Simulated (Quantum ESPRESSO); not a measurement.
# O under changes of volume

One of the cells (17.288 Å³/atom); the others are scaled copies at fixed shape and fractional positions:

```xyz
2
Lattice="2.8514 -1.6624 0.0000 2.8514 1.6624 0.0000 -2.3945 0.0000 3.6471" Properties=species:S:1:pos:R:3 pbc="T T T"
O     3.5357    0.0000    3.0797
O    -0.2274    0.0000    0.5674
```

| Property | Result |
| --- | --- |
| Program | Quantum ESPRESSO 7.5 |
| Functional | PBE |
| Potentials or basis | SSSP 1.3 efficiency PBE |
| Cutoff | 748 eV |
| Density cutoff | 5987 eV |
| k mesh | 10 × 10 × 7 |
| Occupations | fermi-dirac, width 0.05 eV |
| Spin | no spin polarisation |

```csv
volume (Å³/atom),energy over the lowest point (meV/atom),pressure (GPa),largest force (eV/Å)
16.251,?,?,?
16.596,0.00,0.5,1.196
16.942,0.21,-0.7,0.588
17.288,2.89,-1.8,0.166
17.634,7.83,-2.7,0.576
17.979,14.76,-3.6,1.067
18.325,23.52,-4.4,1.533
```

Task: What does the run at 16.251 Å³/atom give?

Result: Energy over the lowest point 2.55 meV/atom; pressure 1.9 GPa; largest force 1.857 eV/Å.

Worked out: A Birch-Murnaghan fit of order 3 (a polynomial in V^(-2/3)) to the other rows has its minimum at 16.74 Å³/atom with B0 = V·E''(V) = 59 GPa and B' = 4.1 at fixed shape and positions, which overstates the stiffness. It gives 2.55 meV/atom at 16.251 Å³/atom, against the run's 2.55, and -dE/dV = 1.9 GPa, against 1.9.

Energies are extrapolated to zero smearing.

Caveats: spin is off for a triplet molecule; forces of over 1 eV/Å show positions far from the minimum, so gaps and moduli don't describe the material at rest (some runs).
